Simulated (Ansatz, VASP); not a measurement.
# One calculation of CdSe, two programs

File INCAR:

```
SYSTEM = CdSe
PREC = Accurate
ENCUT = 520
EDIFF = 1E-8
ISMEAR = -1
SIGMA = 0.03
LREAL = .FALSE.
LASPH = .TRUE.
NELM = 60
ALGO = Normal
ISIF = 2
LWAVE = .FALSE.
LCHARG = .FALSE.
LEFG = .TRUE.
NBANDS = 16
```

The input KPOINTS:

```
Automatic mesh
0
G
  8 8 8
  0 0 0
```

The input POSCAR:

```
CdSe
1.0
    0.0921081360      3.1163252666      3.1163252666
    3.1163252666      0.0921081360      3.1163252666
    3.1163252666      3.1163252666      0.0921081360
Cd Se
1 1
Direct
    0.0000000000      0.0000000000      0.0000000000
    0.2500000000      0.2500000000      0.2500000000
```

Input for Ansatz:

```yaml
crystal:
  lattice:
    - [0.092108136, 3.1163252666, 3.1163252666]
    - [3.1163252666, 0.092108136, 3.1163252666]
    - [3.1163252666, 3.1163252666, 0.092108136]
  atoms:
    - { symbol: Cd, position: [0.0, 0.0, 0.0] }
    - { symbol: Se, position: [0.25, 0.25, 0.25] }
kpoints:
  mp_grid: { grid: [8, 8, 8] }
scf:
  occupations: { method: fermi_dirac, width: 0.03 }
hamiltonian:
  xc: lda
  pseudopotentials: { kind: paw }
output:
  forces: true
  stress: true
  eigenvalues: true
  efg: { contact_densities: true }
```

Change from the starting cell: equal xy, yz and zx shear strains of +3 %, PAW files.

Alike in both runs: task electric field gradients; functional LDA; k mesh 8 × 8 × 8; occupations fermi-dirac, width 0.03 eV; no spin polarisation.

```csv
,VASP,Ansatz
version,VASP 6.6.1,Ansatz 0.2.0
potentials or method,"VASP PAW LDA potentials, release 64 (Cd, Se)","PAW with Ansatz's default frozen-core files, scalar-relativistic"
plane-wave cutoff (eV),520,420
valence electrons in the cell,18,36
```

```csv
,VASP,Ansatz,Ansatz less VASP
pressure (GPa),-2.7,-3.1,-0.37
largest component of the traceless stress (GPa),1.10,1.07,-0.037
rms of the force components (eV/Å),0.118,0.108,-0.0093
Vzz of the field gradient on the site that differs most (V/Å²),31.8,28.1,-3.67
```

Atom by atom the forces differ by 0.009 eV/Å (rms over components). The two sets of potentials don't hold the same shells in valence. Ansatz warned: «gradients_without_spin_orbit».
